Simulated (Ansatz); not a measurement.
Wanted: the native input for an Ansatz 0.2.0 run.

```yaml
Task: single point
Functional: PBE
Potentials_or_basis: SPMS NC
Cutoff: "1034 eV (not typed: the program's choice for these potentials)"
k_mesh: 6 × 6 × 9
Occupations: fermi-dirac, width 0.05 eV
Spin: no spin polarisation
```

The system is TaN.

```
CELL_PARAMETERS angstrom
5.19100 0.00000 0.00000
-2.59550 4.49554 0.00000
0.00000 0.00000 2.90800
ATOMIC_POSITIONS crystal
Ta 0.66667 0.33333 0.50000
Ta 0.33333 0.66667 0.50000
Ta 0.00000 0.00000 0.00000
N 0.00000 0.50000 0.00000
N 0.50000 0.50000 0.00000
N 0.50000 0.00000 0.00000
```

The input as run:

input.yaml

```yaml
crystal:
  lattice:
    - [5.191, 0.0, 0.0]
    - [-2.5955, 4.495537871, 0.0]
    - [0.0, 0.0, 2.908]
  atoms:
    - { symbol: Ta, position: [0.6666666667, 0.3333333333, 0.5] }
    - { symbol: Ta, position: [0.3333333333, 0.6666666667, 0.5] }
    - { symbol: Ta, position: [0.0, 0.0, 0.0] }
    - { symbol: "N", position: [0.0, 0.5, 0.0] }
    - { symbol: "N", position: [0.5, 0.5, 0.0] }
    - { symbol: "N", position: [0.5, 0.0, 0.0] }
hamiltonian:
  xc: pbe
  pseudopotentials: { kind: nc, source: spms }
kpoints:
  mp_grid: { grid: [6, 6, 9] }
scf:
  occupations: { method: fermi_dirac, width: 0.05 }
output:
  forces: true
  stress: true
  eigenvalues: true
```

Potentials or basis: SPMS NC.

Run with:

```console
$ ansatz run input.yaml --threads 2 --pin off --max-ram 5632MiB --backend cpu --events-out ev --progress --plain --runs-dir out
```

Results of the run:

```yaml
Pressure: 9.2 GPa
Band_gap_on_the_k_mesh: none (metal or under the smearing width)
```

Wall time 7.3 s on 2 threads of Arm Neoverse V1, on a shared host, peak memory 0.53 GiB.
